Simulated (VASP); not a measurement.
# BP in VASP: relaxation of cell and atoms with LDA

Aim: the relaxation of cell and atoms of BP with LDA.

All numbers are computed with VASP 6.6.1; they aren't measurements. Logs are shortened: lines on timing, memory, paths and dates and some standing lists are left out, and cuts for length are marked.

### Step 1. The structure

The cell holds a sheet with vacuum, 2 atoms: a = 3.200 Å, b = 3.200 Å, c = 16.000 Å, α = 90.00°, β = 90.00°, γ = 120.00°.

The cell was built by a generator and needn't be a form met in nature.

### Step 2. Relaxation of cell and atoms, LDA

Input file INCAR:

```
PREC = Accurate
ENCUT = 600
EDIFF = 1E-6
ISMEAR = 0
SIGMA = 0.03
LREAL = F
LASPH = T
NELM = 120
ALGO = Normal
ISIF = 3
LWAVE = F
LCHARG = F
GGA = CA
IBRION = 2
NSW = 60
EDIFFG = -0.005
LATTICE_CONSTRAINTS = .TRUE. .TRUE. .FALSE.
KPAR = 2
```

Input file KPOINTS:

```
regular mesh
0
Gamma
  12 12 1
```

Input file POSCAR:

```
BP
1.0
    3.2000000000      0.0000000000      0.0000000000
   -1.6000000000      2.7712812900      0.0000000000
    0.0000000000      0.0000000000     16.0000000000
B P
1 1
Direct
    0.3333330000      0.6666670000      0.5000000000
    0.6666670000      0.3333330000      0.5000000000
```

Potentials or basis: VASP PAW LDA potentials, release 64 (B, P).

Run with:

```bash
$ cat potpaw_LDA.64/B/POTCAR potpaw_LDA.64/P/POTCAR > POTCAR
$ mpirun -np 2 vasp_std > vasp.out
```

OUTCAR:

```text
PREC = Accurate
   ENCUT = 600
   EDIFF = 1E-6
   ISMEAR = 0
   LREAL = F
   LASPH = T
   NELM = 120
   ISIF = 3
   GGA = CA
   IBRION = 2
   NSW = 60
   EDIFFG = -0.005

 ion  position               nearest neighbor table
   1  0.333  0.667  0.500-   2 1.85   2 1.85   2 1.85
   2  0.667  0.333  0.500-   1 1.85   1 1.85   1 1.85

  LATTYP: Found a hexagonal cell.
 ALAT       =     3.2000000000
 C/A-ratio  =     5.0000000000

  Lattice vectors:

 A1 = (   3.2000000000,   0.0000000000,   0.0000000000)
 A2 = (  -1.6000000000,   2.7712812900,   0.0000000000)
 A3 = (   0.0000000000,   0.0000000000,  16.0000000000)

Analysis of symmetry for initial positions (statically):
=====================================================================
 Subroutine PRICEL returns:
 Original cell was already a primitive cell.

 Routine SETGRP: Setting up the symmetry group for a
 hexagonal supercell.

 Subroutine GETGRP returns: Found 12 space group operations
 (whereof 12 operations were pure point group operations)
 out of a pool of 24 trial point group operations.

The static configuration has the point symmetry D_3h.

Analysis of symmetry for dynamics (positions and initial velocities):
=====================================================================
 Subroutine PRICEL returns:
 Original cell was already a primitive cell.

 Routine SETGRP: Setting up the symmetry group for a
 hexagonal supercell.

 Subroutine GETGRP returns: Found 12 space group operations
 (whereof 12 operations were pure point group operations)
 out of a pool of 24 trial point group operations.

The dynamic configuration has the point symmetry D_3h.

 Subroutine INISYM returns: Found 12 space group operations
 (whereof 12 operations are pure point group operations),
 and found     1 'primitive' translations

----------------------------------------------------------------------------------------

                                     Primitive cell

  volume of cell :     141.8896

  direct lattice vectors                    reciprocal lattice vectors
     3.200000000  0.000000000  0.000000000     0.312500000  0.180421959  0.000000000
    -1.600000000  2.771281290  0.000000000     0.000000000  0.360843919  0.000000000
     0.000000000  0.000000000 16.000000000     0.000000000  0.000000000  0.062500000

  length of vectors
     3.200000000  3.199999998 16.000000000     0.360843918  0.360843919  0.062500000

  position of ions in fractional coordinates (direct lattice)
     0.333333000  0.666667000  0.500000000
     0.666667000  0.333333000  0.500000000

  ion indices of the primitive-cell ions
   primitive index   ion index
                 1           1
                 2           2

----------------------------------------------------------------------------------------

 KPOINTS: regular mesh

Automatic generation of k-mesh.
 Grid dimensions read from file:
 generate k-points for:   12   12    1

 Generating k-lattice:

  Cartesian coordinates                     Fractional coordinates (reciprocal lattice)
     0.026041667  0.015035163  0.000000000     0.083333333  0.000000000  0.000000000
     0.000000000  0.030070327  0.000000000     0.000000000  0.083333333  0.000000000
     0.000000000  0.000000000  0.062500000     0.000000000  0.000000000  1.000000000

  Length of vectors
     0.030070327  0.030070327  0.062500000

  Shift w.r.t. Gamma in fractional coordinates (k-lattice)
     0.000000000  0.000000000  0.000000000

 Subroutine IBZKPT returns following result:
 ===========================================

 Found     19 irreducible k-points:

 Following reciprocal coordinates:
            Coordinates               Weight
  0.000000  0.000000  0.000000      1.000000
  0.083333 -0.000000  0.000000      6.000000
  0.166667 -0.000000  0.000000      6.000000
  0.250000 -0.000000  0.000000      6.000000
  0.333333 -0.000000  0.000000      6.000000
  0.416667  0.000000  0.000000      6.000000
[... 11 lines left out ...]
  0.333333  0.250000  0.000000     12.000000
  0.333333  0.333333  0.000000      2.000000
   k-points           NKPTS =     19   k-points in BZ     NKDIM =     19   number of bands    NBANDS=      8
   number of dos      NEDOS =    301   number of ions     NIONS =      2
   total plane-waves  NPLWV = 100352
   dimension x,y,z NGX =    28 NGY =   28 NGZ =  128
   dimension x,y,z NGXF=    56 NGYF=   56 NGZF=  256
   ions per type =               1   1
   NGX,Y,Z   is equivalent  to a cutoff of  14.55, 14.55, 13.30 a.u.
   NGXF,Y,Z  is equivalent  to a cutoff of  29.09, 29.09, 26.60 a.u.
 SYSTEM =  unknown system
   PREC   = accura    normal or accurate (medium, high low for compatibility)
   ISTART =      0    job   : 0-new  1-cont  2-samecut
   ICHARG =      2    charge: 1-file 2-atom 10-const
   ISPIN  =      1    spin polarized calculation?
   LNONCOLLINEAR =      F non collinear calculations
   LSORBIT =      F    spin-orbit coupling
   LASPH  =      T    aspherical Exc in radial PAW
   ENCUT  =  600.0 eV  44.10 Ry    6.64 a.u.   6.39  6.39 31.96*2*pi/ulx,y,z
   NELM   =    120;   NELMIN=  2; NELMDL= -5     # of ELM steps
   EDIFF  = 0.1E-05   stopping-criterion for ELM
   LREAL  =      F    real-space projection
   EDIFFG = -.5E-02   stopping-criterion for IOM
   NSW    =     60    number of steps for IOM
   IBRION =      2    ionic relax: 0-MD 1-quasi-New 2-CG
   NFREE  =      1    steps in history (QN), initial steepest desc. (CG)
   ISIF   =      3    stress and relaxation
   ISYM   =      2    0-nonsym 1-usesym 2-fastsym
   POTIM  = 0.5000    time-step for ionic-motion
   TEBEG  =    0.0;   TEEND  =   0.0 temperature during run
   PSTRESS=    0.0 pullay stress
   NELECT =       8.0000    total number of electrons
   NUPDOWN=      -1.0000    fix difference up-down
   EMIN   =  10.00;   EMAX   =-10.00  energy-range for DOS
   EFERMI =   0.00;   METHOD = LEGACY
   ISMEAR =     0;   SIGMA  =   0.03  broadening in eV -4-tet -1-fermi 0-gaus
   EFERMI_NEDOS =   21; number of points for ismear=-14 and -15
   IALGO  =     38    algorithm
   IMIX   =      4    mixing-type and parameters
     AMIX     =   0.40;   BMIX     =  1.00
     AMIX_MAG =   1.60;   BMIX_MAG =  1.00
  volume/ion in A,a.u.               =      70.94       478.76
  Fermi-wavevector in a.u.,A,eV,Ry     =   0.627752  1.186279  5.361680  0.394072
  Thomas-Fermi vector in A             =   1.689460
   LORBIT       =      0    0 simple, 1 ext, 2 COOP (PROOUT), +10 PAW based schemes
   GGA     = CA    functional components
   LHFCALC =     F    Hartree Fock is set to
   AEXX    =    0.0000 exact exchange contribution
   IVDW    =     0    specifies the selected vdW correction
   LEPSILON=     F    determine dielectric tensor
   LRPA    =     F    only Hartree local field effects (RPA)
 conjugate gradient relaxation of ions
 non-spin polarized calculation
 Gauss-broadening in eV      SIGMA  =   0.03
  energy-cutoff  :      600.00
  volume of cell :      141.89
 maximum number of plane-waves:      4775
 NGX is ok and might be reduce to    28
   NGX = 13   NGY = 13   NGZ = 63

--------------------------------------- Ionic step        1  -------------------------------------------

 number of electron       8.0000000 magnetization

 Free energy of the ion-electron system (eV)
  ---------------------------------------------------
  ext. energy  EPLUGINS =         0.00000000
  ---------------------------------------------------
  free energy    TOTEN  =       -13.34895724 eV

  energy without entropy =      -13.34895724  energy(sigma->0) =      -13.34895724

------------------------ aborting loop because EDIFF is reached ----------------------------------------

  FORCE on cell =-STRESS in cart. coord.  units (eV):
  Direction    XX          YY          ZZ          XY          YZ          ZX
  --------------------------------------------------------------------------------------
  -------------------------------------------------------------------------------------
  Total       -0.7244046     -0.7244046     -0.0067162      0.0000000      0.0000000      0.0000000
  in kB       -8.1797717     -8.1797717     -0.0758370      0.0000000      0.0000000      0.0000000
  external PRESSURE =      -5.4784601 kB  Pullay stress =       0.0000000 kB

 VOLUME and BASIS-vectors are now :
 -----------------------------------------------------------------------------
  energy-cutoff  :      600.00
  volume of cell :      141.89
      direct lattice vectors                 reciprocal lattice vectors
     3.200000000  0.000000000  0.000000000     0.312500000  0.180421959  0.000000000
    -1.600000000  2.771281290  0.000000000     0.000000000  0.360843919  0.000000000
     0.000000000  0.000000000 16.000000000     0.000000000  0.000000000  0.062500000
[... 37 lines left out ...]
 POSITION                                       TOTAL-FORCE (eV/Angst)
 -----------------------------------------------------------------------------------
     -0.00000      1.81524      8.00000         0.000000      0.000000      0.000000
      1.57204      0.90762      8.00000        -0.000000      0.000000      0.000000
 -----------------------------------------------------------------------------------
    total drift:                               -0.000146      0.000084      0.000000

  FREE ENERGIE OF THE ION-ELECTRON SYSTEM (eV)
  ---------------------------------------------------
  free  energy   TOTEN  =       -13.3415971770 eV

  energy  without entropy=      -13.3415971770  energy(sigma->0) =      -13.34159718

--------------------------------------- Ionic step        3  -------------------------------------------

 number of electron       7.9999999 magnetization

 Free energy of the ion-electron system (eV)
  ---------------------------------------------------
  ext. energy  EPLUGINS =         0.00000000
  ---------------------------------------------------
  free energy    TOTEN  =       -13.35400607 eV

  energy without entropy =      -13.35400607  energy(sigma->0) =      -13.35400607

 E-fermi :  -3.0325     XC(G=0):  -2.7186

 val. band max:       -3.2010643466   @ k =   0.3333   0.3333   0.0000
 cond. band min:      -2.3868089819   @ k =   0.3333   0.3333   0.0000
 fundamental gap:      0.8142553647
 Fermi energy:        -3.0324664019

 k-point     1 :       0.0000    0.0000    0.0000
  band No.  band energies     occupation
      1     -16.9853      2.00000
      2      -7.5214      2.00000
      3      -4.8531      2.00000
      4      -4.8530      2.00000
      5       0.4950      0.00000
      6       1.5041      0.00000
      7       1.5042      0.00000
      8       1.9135      0.00000

 k-point     2 :       0.0833   -0.0000    0.0000
  band No.  band energies     occupation
      1     -16.8777      2.00000
      2      -7.4036      2.00000
      3      -5.3809      2.00000
      4      -5.0634      2.00000
      5       0.6165      0.00000
      6       1.3204      0.00000
      7       1.9448      0.00000
      8       2.0468      0.00000
[... 207 lines left out ...]
 POSITION                                       TOTAL-FORCE (eV/Angst)
 -----------------------------------------------------------------------------------
     -0.00000      1.83488      8.00000         0.000000     -0.000000      0.000000
      1.58905      0.91744      8.00000         0.000000      0.000000      0.000000
 -----------------------------------------------------------------------------------
    total drift:                               -0.000156      0.000090      0.000000

  FREE ENERGIE OF THE ION-ELECTRON SYSTEM (eV)
  ---------------------------------------------------
  free  energy   TOTEN  =       -13.3540060668 eV

  energy  without entropy=      -13.3540060668  energy(sigma->0) =      -13.35400607

 reached required accuracy - stopping structural energy minimisation
```

Wall time 32 s (2 MPI ranks of Intel Xeon Platinum 8488C (Sapphire Rapids), shared host); peak memory 0.23 GiB.

Results:

- Free energy: -13.3540 eV
- Relaxed volume: 69.98 Å³/atom
- Relaxed cell: a = 3.178 Å, b = 3.178 Å, c = 16.000 Å, α = 90.00°, β = 90.00°, γ = 120.00°
- Space group after relaxing (to 0.05 Å): P-6m2 (No. 187)
- Energy gained by relaxing: 2.5 meV/atom
- Ionic steps: 3
- Band gap on the k mesh: 0.81 eV, direct

The path:
```
step  energy change (eV)  largest force (eV/Å)  pressure (GPa)  volume (Å³)
   1              0.0000                0.0000           -0.55       141.89
   2              0.0074                0.0000            0.91       136.97
   3             -0.0050                0.0000           -0.01       139.95
```

Final structure:
```
B P
1.0
     3.17810    0.00000    0.00000
    -1.58905    2.75232    0.00000
     0.00000    0.00000   16.00000
B P
1 1
Direct
  0.33333 0.66667 0.50000
  0.66667 0.33333 0.50000
```
